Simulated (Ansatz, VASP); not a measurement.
**NaF in VASP and in Ansatz**

```xyz
2
Lattice="0.0000 2.3076 2.3076 2.3076 0.0000 2.3076 2.3076 2.3076 0.0000" Properties=species:S:1:pos:R:3 pbc="T T T"
Na    0.0000    0.0000    0.0000
F     2.3076    2.3076    2.3076
```

Alike in both runs: task single point; functional PBE; dispersion D4; k mesh 8 × 8 × 8; occupations gaussian, width 0.05 eV; no spin polarisation.

|  | VASP | Ansatz |
| --- | --- | --- |
| version | VASP 6.6.1 | Ansatz 0.2.0 |
| potentials or method | VASP PAW PBE potentials, release 64 (Na_pv, F) | scalar-relativistic, plane waves, PAW |
| plane-wave cutoff (eV) | 520 | 420 |
| valence electrons in the cell | 14 | 16 |

```csv
,VASP,Ansatz,Ansatz less VASP
gap on the k mesh at the Fermi level (eV),6.37,6.38,+0.017
least direct gap on the mesh (eV),6.37,6.38,+0.017
pressure (GPa),2.0,2.1,+0.12
dispersion energy (meV/atom),-52.4,-52.5,-0.03
```

The two sets of potentials don't hold the same shells in valence.
